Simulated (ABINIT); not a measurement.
The system is Os.

```
Os
1.0
     2.73410    0.00000    0.00000
    -1.36705    2.36780    0.00000
     0.00000    0.00000    4.31970
Os
2
Direct
  0.66667 0.33333 0.75000
  0.33333 0.66667 0.25000
```

* Program: ABINIT 10.8.3 (patched build)
* Task: relaxation of cell and atoms
* Functional: LDA
* Potentials or basis: JTH PAW LDA v2.0
* Cutoff: 408 eV
* k mesh: 8 × 8 × 4
* Occupations: fermi-dirac, width 0.05 eV
* Spin: no spin polarisation

At the start: pressure -9.0 GPa; volume 13.98 Å³/atom.

Question: Where does the relaxation end?

Answer: Over 5 steps the energy falls by 8.4 meV/atom and the volume is 13.69 Å³/atom (-2.1 %); space group P6_3/mmc (No. 194, to 0.05 Å).

Step by step:
```csv
step,energy change (eV),largest force (eV/Å),pressure (GPa),volume (Å³)
1,0.0000,0.0000,-9.04,27.96
2,-0.0148,0.0000,3.23,27.20
3,-0.0167,0.0000,-0.10,27.40
4,-0.0167,0.0000,0.00,27.39
5,-0.0167,0.0000,0.00,27.39
```

Final structure:
```
CELL_PARAMETERS angstrom
2.71658 0.00000 0.00000
-1.35829 2.35263 0.00000
0.00000 0.00000 4.28549
ATOMIC_POSITIONS crystal
Os 0.66667 0.33333 0.75000
Os 0.33333 0.66667 0.25000
```

Caveat: the k mesh is coarse (spacing up to 0.36 Å⁻¹), so the values aren't converged; the atomic spheres overlap.
